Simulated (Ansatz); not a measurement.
YN: eigenvalues along the path

```yaml
crystal:
  lattice:
    - [0.00000, 2.42213, 2.42213]
    - [2.42213, 0.00000, 2.42213]
    - [2.42213, 2.42213, 0.00000]
  atoms:
    - { symbol: Y, position: [0.00000, 0.00000, 0.00000] }
    - { symbol: N, position: [0.50000, 0.50000, 0.50000] }
```

Atoms are numbered in the order listed.

The cell comes from COD entry 9008768, which wasn't checked; take it as a given geometry. The listed cell was then made from it by scaling, straining or moving an atom.

Method: DFT, LDA, all-electron LAPW, scalar-relativistic in Ansatz 0.2.0.

Settings: a Γ-centred 11×11×11 k mesh, Fermi–Dirac smearing of 0.03 eV, basis error target 1 meV/atom, no spin polarisation.

Path points, in fractions of the reciprocal vectors: Γ (0.000, 0.000, 0.000), X (0.500, 0.000, 0.500), U (0.625, 0.250, 0.625), K (0.375, 0.375, 0.750), L (0.500, 0.500, 0.500), W (0.500, 0.250, 0.750). Levels in eV from the valence-band top; bands 12 to 20, counted from the lowest band of the run. The gap is 0.05 eV, indirect from Γ to X (0.5, 0, 0.5) (so small a gap may close at points that the mesh and path miss).

```
# k(1/Å) point b12 b13 b14 b15 b16 b17 b18 b19 b20
0.000 Γ -20.18 -20.18 -20.18 -12.75 0.00 0.00 0.00 3.10 3.10
0.259 - -20.31 -20.21 -20.21 -12.51 -1.10 -0.20 -0.20 2.64 3.74
0.519 - -20.62 -20.31 -20.31 -12.07 -2.42 -0.45 -0.45 1.70 5.18
0.778 - -20.90 -20.42 -20.42 -11.95 -2.64 -0.51 -0.51 0.83 6.22
1.038 - -21.08 -20.51 -20.51 -12.18 -1.93 -0.42 -0.42 0.25 6.81
1.297 X -21.14 -20.54 -20.54 -12.33 -1.43 -0.36 -0.36 0.05 7.03
1.389 - -21.13 -20.56 -20.54 -12.30 -1.44 -0.61 -0.42 0.31 7.13
1.480 - -21.11 -20.61 -20.53 -12.23 -1.46 -1.00 -0.58 0.73 7.41
1.572 - -21.07 -20.68 -20.51 -12.12 -1.49 -1.42 -0.80 1.22 7.25
1.664 - -21.03 -20.77 -20.48 -11.97 -1.83 -1.52 -1.07 1.78 6.81
1.756 U -20.97 -20.87 -20.45 -11.81 -2.24 -1.55 -1.34 2.41 6.36
1.914 - -20.98 -20.85 -20.46 -11.72 -2.43 -1.58 -1.50 2.93 5.66
2.073 - -21.01 -20.78 -20.50 -11.65 -2.55 -1.62 -1.60 3.72 4.67
2.232 - -21.01 -20.78 -20.50 -11.65 -2.55 -1.62 -1.60 3.72 4.67
2.391 - -20.98 -20.85 -20.46 -11.72 -2.43 -1.58 -1.50 2.93 5.66
2.550 K -20.97 -20.87 -20.45 -11.81 -2.24 -1.55 -1.34 2.41 6.36
2.825 - -21.08 -20.76 -20.34 -11.39 -3.16 -1.97 -1.58 4.61 5.14
3.100 - -21.05 -20.54 -20.25 -11.38 -3.26 -2.07 -1.37 4.15 4.89
3.375 - -20.76 -20.34 -20.19 -11.86 -2.40 -1.56 -0.87 3.45 3.93
3.650 - -20.37 -20.22 -20.18 -12.47 -0.96 -0.61 -0.27 3.14 3.31
3.926 Γ -20.18 -20.18 -20.18 -12.75 0.00 0.00 0.00 3.10 3.10
4.150 - -20.32 -20.19 -20.19 -12.56 -0.63 -0.36 -0.36 3.19 3.36
4.375 - -20.66 -20.21 -20.21 -12.07 -1.87 -1.08 -1.08 3.43 4.04
4.600 - -21.05 -20.24 -20.24 -11.48 -3.05 -1.74 -1.74 4.01 5.01
4.824 - -21.34 -20.26 -20.26 -11.00 -3.89 -2.19 -2.19 4.97 6.02
5.049 L -21.45 -20.27 -20.27 -10.82 -4.20 -2.34 -2.34 5.79 6.50
5.232 - -21.41 -20.33 -20.29 -10.92 -4.02 -2.27 -2.25 5.64 5.65
5.416 - -21.30 -20.48 -20.34 -11.17 -3.57 -2.05 -2.02 4.84 5.17
5.599 - -21.15 -20.66 -20.42 -11.46 -2.98 -1.78 -1.77 4.33 4.59
5.783 - -20.97 -20.80 -20.55 -11.69 -2.45 -1.59 -1.58 4.08 4.16
5.966 W -20.85 -20.85 -20.64 -11.77 -2.22 -1.53 -1.53 4.01 4.01
6.096 - -20.94 -20.76 -20.63 -11.83 -2.07 -1.54 -1.45 3.00 5.06
6.225 - -21.02 -20.67 -20.61 -11.97 -1.65 -1.52 -1.30 2.06 6.08
6.355 - -21.08 -20.60 -20.58 -12.15 -1.48 -1.08 -1.04 1.22 7.03
6.485 - -21.12 -20.56 -20.55 -12.28 -1.45 -0.69 -0.57 0.50 7.19
6.615 X -21.14 -20.54 -20.54 -12.33 -1.43 -0.36 -0.36 0.05 7.03
```
